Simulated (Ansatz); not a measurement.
# Ga2O3: the cost of one run

Program: Ansatz 0.2.0. Level of theory: DFT PBE, scalar-relativistic, plane waves, PAW. These are calculated values, not measurements.

2 further runs of the same task are left out: 2 set aside as unsound or not needed.

## Step 1: Starting point

It takes space group C2/m (No. 12, monoclinic). The conventional cell has a = 12.455 Å, b = 3.084 Å, c = 5.878 Å, α = 90.00°, β = 103.70°, γ = 90.00°. Ga (site symmetry m) is surrounded by 4 O at 1.86 to 1.90 Å. Ga (site symmetry m) is surrounded by 6 O at 1.97 to 2.11 Å. Around O (site symmetry m) lie 3 Ga at 1.86 to 1.97 Å. O (site symmetry m) is surrounded by 4 Ga at 1.90 to 2.11 Å.

As a file:

```
Ga O
1.0
     6.22743   -1.54176    0.01149
     6.22743    1.54176    0.01149
    -1.40272    0.00000    5.70769
Ga O
4 6
Direct
  0.08991 0.08991 0.79472
  0.91009 0.91009 0.20528
  0.65850 0.65850 0.31420
  0.34150 0.34150 0.68580
  0.16349 0.16349 0.10921
  0.83651 0.83651 0.89079
  0.17370 0.17370 0.56436
  0.82630 0.82630 0.43564
  0.49602 0.49602 0.25668
  0.50398 0.50398 0.74332
```

It is the result of an earlier relaxation at this level (volume 10.97 Å³/atom; gap on the mesh: 2.01 eV).

## Step 2: Bands, states and charges

Contents of input.yaml:

```yaml
crystal:
  lattice:
    - [6.2274305747, -1.5417565242, 0.0114918257]
    - [6.2274305747, 1.5417565242, 0.0114918257]
    - [-1.4027229102, 0.0, 5.7076943271]
  atoms:
    - { symbol: Ga, position: [0.0899134335, 0.0899134335, 0.7947233183] }
    - { symbol: Ga, position: [0.9100865665, 0.9100865665, 0.2052766817] }
    - { symbol: Ga, position: [0.6585007299, 0.6585007299, 0.314197892] }
    - { symbol: Ga, position: [0.3414992701, 0.3414992701, 0.685802108] }
    - { symbol: O, position: [0.1634883761, 0.1634883761, 0.1092060601] }
    - { symbol: O, position: [0.8365116239, 0.8365116239, 0.8907939399] }
    - { symbol: O, position: [0.1737013132, 0.1737013132, 0.5643594345] }
    - { symbol: O, position: [0.8262986868, 0.8262986868, 0.4356405655] }
    - { symbol: O, position: [0.49601957, 0.49601957, 0.2566813637] }
    - { symbol: O, position: [0.50398043, 0.50398043, 0.7433186363] }
basis:
  ecutwfc: 420
kpoints:
  mp_grid: { grid: [10, 10, 6] }
  band_path:
    path:
      - [[0.0, 0.0, 0.0], [-0.26623412, 0.26623412, 0.0]]
      - [[-0.73376588, -0.26623412, 0.0], [-0.5, -0.5, 0.0], [0.0, 0.0, 0.0], [-0.5, -0.5, 0.5], [-0.74191434, -0.25808566, 0.5]]
      - [[-0.25808566, 0.25808566, 0.5], [0.0, 0.0, 0.5], [0.0, 0.0, 0.0]]
      - [[-0.5, 0.0, 0.5], [0.0, 0.0, 0.0], [-0.5, 0.0, 0.0]]
    npoints: 14
hamiltonian:
  xc: pbe
scf:
  occupations: { method: gaussian, width: 0.02 }
  n_extra_bands: 25
output:
  forces: true
  stress: true
  eigenvalues: true
  populations: true
  dos: { projected: true, de: 0.02, nscf_kmesh: { grid: [15, 15, 9] } }
  bader: true
```

Run with:

```sh
$ ansatz run input.yaml --threads 4 --pin off --max-ram 10240MiB --backend cpu --events-out ev --progress --plain --runs-dir out
```

**Question.** How long does this run take on 4 threads of Intel Xeon 6975P-C (Granite Rapids), shared host, and how much memory does it need?

About 50 s, with a peak of 2.3 GiB.
